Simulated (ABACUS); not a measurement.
## CdSe (Cadmoselite) under changes of volume

One of the cells (28.102 Å³/atom); the others are scaled copies at fixed shape and fractional positions:

```
CELL_PARAMETERS angstrom
4.30000 0.00000 0.00000
-2.15000 3.72391 0.00000
0.00000 0.00000 7.02000
ATOMIC_POSITIONS crystal
Cd 0.66667 0.33333 0.50000
Cd 0.33333 0.66667 0.00000
Se 0.66667 0.33333 0.88500
Se 0.33333 0.66667 0.38500
```

| Quantity | Value |
| --- | --- |
| Program | ABACUS 3.10.1 |
| Functional | PBEsol |
| Potentials or basis | PseudoDojo NC SR 0.4.1 PBEsol standard |
| Cutoff | 1401 eV |
| Density cutoff | 5606 eV |
| Basis | plane waves |
| k mesh | 7 × 7 × 4 |
| Occupations | fermi-dirac, width 0.05 eV |
| Spin | no spin polarisation |

```tsv
volume (Å³/atom)	energy over the lowest point (meV/atom)	pressure (GPa)	gap on the mesh (eV)	largest force (eV/Å)
26.416	20.86	3.9	0.70	0.335
26.978	9.43	2.5	0.66	0.310
27.540	?	?	?	?
28.102	0.00	0.2	0.58	0.267
28.665	1.06	-0.8	0.54	0.247
29.227	5.43	-1.7	0.50	0.229
29.789	12.75	-2.5	0.46	0.212
```

Problem. What does the run at 27.540 Å³/atom give?

Solution. Energy over the lowest point 2.64 meV/atom; pressure 1.3 GPa; gap on the mesh 0.62 eV; largest force 0.288 eV/Å.

Worked out: A Birch-Murnaghan fit of order 3 (a polynomial in V^(-2/3)) to the other rows has its minimum at 28.21 Å³/atom with B0 = V·E''(V) = 52 GPa and B' = 4.7 at fixed shape and positions, which overstates the stiffness. It gives 2.64 meV/atom at 27.540 Å³/atom, against the run's 2.64, and -dE/dV = 1.3 GPa, against 1.3. A straight line through the other rows of the gap, of slope -1.99 eV per unit of ln V (its deformation potential), gives 0.62 eV, against the run's 0.62.

Energies are extrapolated to zero smearing.

Spin-orbit coupling on Cd, Se is left out.
